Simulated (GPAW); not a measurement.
# AlCo (Pm-3m) in GPAW: single point with SCAN

Aim: the single point of AlCo with SCAN.

Program: GPAW 26.7.0. These are calculated values, not measurements. Logs are shortened: lines on timing, memory, paths and dates and some standing lists are left out, and cuts for length are marked. The log counts tension as positive stress, the text compression.

### Step 1. Starting point

Symmetry: Pm-3m, No. 221, cubic system. Conventional cell: a = 2.819 Å, b = 2.819 Å, c = 2.819 Å, α = 90.00°, β = 90.00°, γ = 90.00°. Around Co (site symmetry m-3m) lie 8 Al at 2.44 Å. Around Al (site symmetry m-3m) lie 8 Co at 2.44 Å.

The cell is a database's computed one.

### Step 2. Single point, SCAN, collinear spin, ferromagnetic start

run.py

```python
from ase.dft.bandgap import bandgap
from ase.io import read, write
from ase.units import GPa
from gpaw import GPAW, PW

atoms = read('AlCo.xyz')
atoms.set_initial_magnetic_moments([3.0, 0.0])

calc = GPAW(mode=PW(450),
            xc='MGGA_X_SCAN+MGGA_C_SCAN',
            kpts={'size': (8, 8, 8), 'gamma': True},
            occupations={'name': 'fermi-dirac', 'width': 0.05},
            nbands=15,
            maxiter=120,
            txt='gpaw.txt')
atoms.calc = calc
energy = atoms.get_potential_energy()
forces = atoms.get_forces()
stress = atoms.get_stress()
calc.write('gs.gpw')
write('result.traj', atoms)
print(f'Energy: {energy:.6f} eV')
print('Forces (eV/A):')
print(forces.round(4))
print('Stress (GPa):', (stress / GPa).round(3))
print('Moments:', calc.get_magnetic_moments().round(3))
print('Fermi level:', round(calc.get_fermi_level(), 4), 'eV')
print(f'Gap: {bandgap(calc)[0]:.4f} eV, direct: {bandgap(calc, direct=True)[0]:.4f} eV')
```

AlCo.xyz

```xyz
2
Lattice="2.8194032100 0.0000000000 0.0000000000 0.0000000000 2.8194032100 0.0000000000 0.0000000000 0.0000000000 2.8194032100" Properties=species:S:1:pos:R:3 pbc="T T T"
Co     1.4097016050      1.4097016050      1.4097016050
Al     0.0000000000      0.0000000000      0.0000000000
```

Potentials or basis: GPAW PAW data sets (gpaw-data 1.2.1), pw.

Run with:

```
$ OMP_NUM_THREADS=1 python run.py
```

gpaw.txt:

```text
__  _  _
 | _ |_)|_||  |
 |__||  | ||/\| - 26.7.0

Input parameters:
  mode=PW(ecut=450.00000000000006),
  kpts=MonkhorstPack(size=(8, 8, 8), gamma=True),
  maxiter=120,
  nbands=15,
  occupations=Occupations(name='fermi-dirac', width=0.05),
  xc=XC(name='MGGA_X_SCAN+MGGA_C_SCAN')

Diagonalizing LCAO Hamiltonian
Converting LCAO to pw mode
   .------.
  /|      |
 * |  Co  |
 | .------.
 |/      /
 Al-----*

Atoms  # Å, Bohr magnetons
|   | symbol |        x |        y |        z |    initial magnetic moments |
|---|--------|----------|----------|----------|-----------------------------|
| 0 |     Co | 1.409702 | 1.409702 | 1.409702 | ( 0.0000,  0.0000,  3.0000) |
| 1 |     Al | 0.000000 | 0.000000 | 0.000000 | ( 0.0000,  0.0000,  0.0000) |

Unit cell  # Å
| periodic |        x |        y |        z |  lengths |    angles |
|----------|----------|----------|----------|----------|-----------|
|      yes | 2.819403 | 0.000000 | 0.000000 | 2.819403 | 90.000000 |
|      yes | 0.000000 | 2.819403 | 0.000000 | 2.819403 | 90.000000 |
|      yes | 0.000000 | 0.000000 | 2.819403 | 2.819403 | 90.000000 |

Number of symmetries: 48
Symmetry operations  # r_c * U_cc + t_c -> r_c
|    | kind |            matrix            |
|----|------|------------------------------|
|  0 |  E   |  1, 0, 0,  0, 1, 0,  0, 0, 1 |
|  1 |  σ   |  1, 0, 0,  0, 1, 0,  0, 0,-1 |
|  2 |  σ   |  1, 0, 0,  0, 0, 1,  0, 1, 0 |
|  3 |  C4  |  1, 0, 0,  0, 0, 1,  0,-1, 0 |
|  4 |  C4  |  1, 0, 0,  0, 0,-1,  0, 1, 0 |
|  5 |  σ   |  1, 0, 0,  0, 0,-1,  0,-1, 0 |
|  6 |  σ   |  1, 0, 0,  0,-1, 0,  0, 0, 1 |
|  7 |  C2  |  1, 0, 0,  0,-1, 0,  0, 0,-1 |
|  8 |  σ   |  0, 1, 0,  1, 0, 0,  0, 0, 1 |
|  9 |  C2  |  0, 1, 0,  1, 0, 0,  0, 0,-1 |
| 10 |  C3  |  0, 1, 0,  0, 0, 1,  1, 0, 0 |
| 11 |  S6  |  0, 1, 0,  0, 0, 1, -1, 0, 0 |
| 12 |  S6  |  0, 1, 0,  0, 0,-1,  1, 0, 0 |
| 13 |  C3  |  0, 1, 0,  0, 0,-1, -1, 0, 0 |
| 14 |  C4  |  0, 1, 0, -1, 0, 0,  0, 0, 1 |
| 15 |  S4  |  0, 1, 0, -1, 0, 0,  0, 0,-1 |
| 16 |  C3  |  0, 0, 1,  1, 0, 0,  0, 1, 0 |
| 17 |  S6  |  0, 0, 1,  1, 0, 0,  0,-1, 0 |
| 18 |  σ   |  0, 0, 1,  0, 1, 0,  1, 0, 0 |
| 19 |  C4  |  0, 0, 1,  0, 1, 0, -1, 0, 0 |
| 20 |  C2  |  0, 0, 1,  0,-1, 0,  1, 0, 0 |
| 21 |  S4  |  0, 0, 1,  0,-1, 0, -1, 0, 0 |
| 22 |  S6  |  0, 0, 1, -1, 0, 0,  0, 1, 0 |
| 23 |  C3  |  0, 0, 1, -1, 0, 0,  0,-1, 0 |
| 24 |  S6  |  0, 0,-1,  1, 0, 0,  0, 1, 0 |
| 25 |  C3  |  0, 0,-1,  1, 0, 0,  0,-1, 0 |
| 26 |  C4  |  0, 0,-1,  0, 1, 0,  1, 0, 0 |
| 27 |  σ   |  0, 0,-1,  0, 1, 0, -1, 0, 0 |
| 28 |  S4  |  0, 0,-1,  0,-1, 0,  1, 0, 0 |
| 29 |  C2  |  0, 0,-1,  0,-1, 0, -1, 0, 0 |
| 30 |  C3  |  0, 0,-1, -1, 0, 0,  0, 1, 0 |
| 31 |  S6  |  0, 0,-1, -1, 0, 0,  0,-1, 0 |
| 32 |  C4  |  0,-1, 0,  1, 0, 0,  0, 0, 1 |
| 33 |  S4  |  0,-1, 0,  1, 0, 0,  0, 0,-1 |
| 34 |  S6  |  0,-1, 0,  0, 0, 1,  1, 0, 0 |
| 35 |  C3  |  0,-1, 0,  0, 0, 1, -1, 0, 0 |
| 36 |  C3  |  0,-1, 0,  0, 0,-1,  1, 0, 0 |
| 37 |  S6  |  0,-1, 0,  0, 0,-1, -1, 0, 0 |
| 38 |  σ   |  0,-1, 0, -1, 0, 0,  0, 0, 1 |
| 39 |  C2  |  0,-1, 0, -1, 0, 0,  0, 0,-1 |
| 40 |  σ   | -1, 0, 0,  0, 1, 0,  0, 0, 1 |
| 41 |  C2  | -1, 0, 0,  0, 1, 0,  0, 0,-1 |
| 42 |  C2  | -1, 0, 0,  0, 0, 1,  0, 1, 0 |
| 43 |  S4  | -1, 0, 0,  0, 0, 1,  0,-1, 0 |
| 44 |  S4  | -1, 0, 0,  0, 0,-1,  0, 1, 0 |
| 45 |  C2  | -1, 0, 0,  0, 0,-1,  0,-1, 0 |
| 46 |  C2  | -1, 0, 0,  0,-1, 0,  0, 0, 1 |
| 47 |  i   | -1, 0, 0,  0,-1, 0,  0, 0,-1 |

BZ-sampling:
  Number of BZ points: 512
  Number of IBZ points: 35

  Monkhorst-Pack size: [8, 8, 8]
  Monkhorst-Pack shift: [0.0625, 0.0625, 0.0625]

K-points  # in reciprocal-cell coordinates
|     |                                coordinates |     weight |
|-----|--------------------------------------------|------------|
|   0 | (  0.00000000,   0.00000000,   0.00000000) | 0.00195312 |
|   1 | (  0.12500000,   0.00000000,   0.00000000) | 0.01171875 |
|   2 | (  0.12500000,   0.12500000,   0.00000000) | 0.02343750 |
|   3 | (  0.12500000,   0.12500000,   0.12500000) | 0.01562500 |
|   4 | (  0.25000000,   0.00000000,   0.00000000) | 0.01171875 |
|   5 | (  0.25000000,   0.12500000,   0.00000000) | 0.04687500 |
|   6 | (  0.25000000,   0.12500000,   0.12500000) | 0.04687500 |
|   7 | (  0.25000000,   0.25000000,   0.00000000) | 0.02343750 |
|   8 | (  0.25000000,   0.25000000,   0.12500000) | 0.04687500 |
|   9 | (  0.25000000,   0.25000000,   0.25000000) | 0.01562500 |
| ... |                                            |            |
|  34 | (  0.50000000,   0.50000000,   0.50000000) | 0.00195312 |

Plane wave coefficients: 500
Cutoff: 450.00000000000006 eV

Spin-components: 2 (collinear spins)
Bands:           15
Projectors:      11
Spin-degeneracy: 1
Datatype:        complex128

Parallelization:
  kpt:    1
  domain: 1
  band:   1

Density:
  Valence electrons: 12.0
  Components: 2
  Grid points: [14 14 14]
  Charge: 0.0  # |e|

Potential:
  Grid points: [14 14 14]

species:
  Co:
    name:    Cobalt
    Z:       27.0
    valence: 9
    core:    18
    charge:  0.0  # [|e|]
    compensation charges:
      type: gauss
      rc: 0.32  # [Å]
      lmax: 2
    cutoffs:
      filter: 1.87  # [Å]
      core: 2.55  # [Å]
    projectors
    | kind |    occ | energy [eV] | rcut [Å] |
    |------|--------|-------------|----------|
    |   4s |  2.000 |      -5.469 |    1.005 |
    |   4p |  0.000 |      -1.277 |    1.058 |
    |   3d |  7.000 |      -8.205 |    1.005 |
    |    s |        |      21.742 |    1.005 |
    |    p |        |      25.934 |    1.058 |
    |    d |        |      19.007 |    1.005 |

    Using partial waves for Co as LCAO basis

  Al:
    name:    Aluminium
    Z:       13.0
    valence: 3
    core:    10
    charge:  0.0  # [|e|]
    compensation charges:
      type: gauss
      rc: 0.34  # [Å]
      lmax: 2
    cutoffs:
      filter: 1.91  # [Å]
      core: 2.36  # [Å]
    projectors
    | kind |    occ | energy [eV] | rcut [Å] |
    |------|--------|-------------|----------|
    |   3s |  2.000 |      -7.753 |    1.085 |
    |   3p |  1.000 |      -2.712 |    1.085 |
    |    s |        |      19.459 |    1.085 |
    |    p |        |      24.499 |    1.085 |
    |    d |        |       0.000 |    1.085 |

    Using partial waves for Al as LCAO basis

Reference energy: -44506.133171  # eV

eigensolver:
  PPCG
  Converge bands: occupied
  niter=2

density mixing:
  MSR1-Mixer
  Pratt-step length: 0.05
  Maximum mixing coefficient: 0.75
  Old densities: 10
  SVD Regularization: 0.005
  Good broyden scale: 1.0
  Trust region scale: 1.0
  Backstep threshold: 4.0
  History deletion threshold: 6.0
  Fourier metric: weight=20.0, sigma=0.015

occupation numbers:
  Fermi-Dirac:
    width: 0.0500  # eV

poisson solver:
  ecut: 3600.0000000000005  # eV

xc functional:
  name: MGGA_X_SCAN+MGGA_C_SCAN with 2 nearest neighbor stencil

convergence criteria:
- Maximum [total energy] change in last 3 cyles: 0.0005 eV / valence electron
- Maximum integral of absolute [dens]ity change: 0.0001 electrons / valence electron
- Maximum integral of absolute [eigenst]ate change: 4e-08 eV^2 / valence electron
maximum number of iterations: 120

SCF iterations
|iter     | |      energy | eigst |  dens |  magmom |
|---------|-|-------------|-------|-------|---------|
|iter:   1| |  -24.693669 | +0.55 |       |  +3.0100|
|iter:   2| |  -25.338165 | -1.23 | -0.73 |  +2.9268|
|iter:   3| |  -26.150011 | -1.20 | -0.75 |  +1.7352|
|iter:   4| |  -26.193523 | -1.09 | -0.74 |  +1.3066|
|iter:   5| |  -26.150421 | -1.16 | -0.93 |  +0.6993|
|iter:   6| |  -26.178651 | -1.71 | -1.06 |  +0.0702|
|iter:   7| |  -26.422706 | -1.65 | -1.14 |  +0.1512|
|iter:   8| |  -26.443399 | -2.33 | -1.60 |  +0.2043|
|iter:   9| |  -26.457135 | -3.30 | -1.86 |  +0.1039|
|iter:  10| |  -26.466612 | -2.97 | -2.03 |  +0.1126|
|iter:  11| |  -26.469561 | -3.56 | -2.36 |  +0.1687|
|iter:  12| |  -26.470264c| -3.99 | -2.47 |  +0.1366|
|iter:  13| |  -26.470352c| -4.52 | -2.78 |  +0.1399|
|iter:  14| |  -26.470345c| -4.83 | -3.26 |  +0.1393|
|iter:  15| |  -26.470349c| -6.21 | -3.68 |  +0.1405|
|iter:  16| |  -26.470348c| -6.42 | -4.29c|  +0.1408|
|iter:  17| |  -26.470349c| -6.99 | -4.37c|  +0.1409|
|iter:  18| |  -26.470350c| -7.75c| -5.33c|  +0.1409|

Converged in 18 steps
Energy contributions relative to reference atoms: (reference = -44506.133171)

Energy contributions:
  Kinetic:          17.540573
  Coulomb:         -12.185345
  Zero:              0.224519
  External:          0.000000
  Xc:              -32.046675
  Entropy:          -0.006842
  Spinorbit:         0.000000
  ----------------------------
  Free energy:     -26.473770
  Extrapolated:    -26.470350

dipole moment: (-4.801200, -4.801200, -4.801200)  # |e|*Ang

Total magnetic moment: (0.000000, 0.000000, 0.140902)

Local magnetic moments
|        x |        y |         z |
|----------|----------|-----------|
| 0.000000 | 0.000000 |  0.193573 |  # Co   0
| 0.000000 | 0.000000 | -0.014933 |  # Al   1

Fermi level: 10.386
Eigenvalues  # (at kpt = [0.000, 0.000, 0.000])
| band index |      eig [eV] | occ [0-1] |      eig [eV] | occ [0-1] |
|------------|---------------|-----------|---------------|-----------|
|          0 |        -1.375 |     1.000 |        -1.336 |     1.000 |
|          1 |         7.082 |     1.000 |         7.518 |     1.000 |
|          2 |         7.082 |     1.000 |         7.518 |     1.000 |
|          3 |         9.222 |     1.000 |         9.273 |     1.000 |
|          4 |         9.222 |     1.000 |         9.273 |     1.000 |
|          5 |         9.222 |     1.000 |         9.273 |     1.000 |
|          6 |        16.662 |     0.000 |        16.587 |     0.000 |
|          7 |        16.662 |     0.000 |        16.587 |     0.000 |
|          8 |        16.662 |     0.000 |        16.587 |     0.000 |
|          9 |        19.723 |     0.000 |        19.856 |     0.000 |
|         10 |        19.723 |     0.000 |        19.856 |     0.000 |
|         11 |        26.840 |     0.000 |        26.758 |     0.000 |
|         12 |        33.279 |     0.000 |        33.160 |     0.000 |
|         13 |        33.279 |     0.000 |        33.160 |     0.000 |
|         14 |        33.279 |     0.000 |        33.160 |     0.000 |

No gap
No difference between direct/indirect transitions

Forces  # eV/Ang
|       x |        y |       z |
|---------|----------|---------|
| 0.00000 |  0.00000 | 0.00000 |  # Co   0
| 0.00000 | -0.00000 | 0.00000 |  # Al   1

Stress tensor  # eV/Ang^3
|        x |        y |        z |
|----------|----------|----------|
| 0.031437 | 0.000000 | 0.000000 |
| 0.000000 | 0.031437 | 0.000000 |
| 0.000000 | 0.000000 | 0.031437 |

# Writing to gs.gpw (mode='')
```

Run time: 50 s. Hardware: 1 thread of Arm Neoverse V1, shared host; peak memory 0.23 GiB.

What came out:

```
Free energy            : -26.4738 eV
Pressure               : -5.0 GPa
Band gap on the k mesh : none (metal or under the smearing width)
Net moment             : 0.14 μB per cell
Site moments           : Co +0.19; Al -0.01 μB
```

Levels at points of the mesh, in eV from the Fermi level:
Spin up:
| k point | band 3 | band 4 | band 5 | band 6 | band 7 | band 8 | band 9 | band 10 |
| --- | --- | --- | --- | --- | --- | --- | --- | --- |
| (0.00, 0.00, 0.00) | -3.30 | -1.16 | -1.16 | -1.16 | 6.28 | 6.28 | 6.28 | 9.34 |
| (0.50, 0.00, 0.00) | -2.69 | -2.10 | -2.10 | -1.04 | 0.08 | 8.99 | 11.05 | 11.05 |
| (0.50, 0.50, 0.00) | -2.88 | -2.88 | -1.89 | -1.89 | -0.37 | 2.41 | 3.80 | 13.74 |
| (0.50, 0.50, 0.50) | -4.37 | -0.33 | -0.33 | 2.31 | 2.31 | 2.31 | 4.79 | 5.75 |
Spin down:
```tsv
k point	band 3	band 4	band 5	band 6	band 7	band 8	band 9	band 10
(0.00, 0.00, 0.00)	-2.87	-1.11	-1.11	-1.11	6.20	6.20	6.20	9.47
(0.50, 0.00, 0.00)	-2.19	-2.06	-2.06	-0.99	0.62	8.89	10.97	10.97
(0.50, 0.50, 0.00)	-2.87	-2.87	-1.84	-1.84	0.22	2.67	3.80	13.61
(0.50, 0.50, 0.50)	-4.36	0.27	0.27	2.35	2.35	2.35	4.67	5.75
```

Caveat: the cutoff is short for stress and forces, so pressures can be off by a GPa or more; the PAW data sets were made with another functional, which shifts forces and pressure a little.
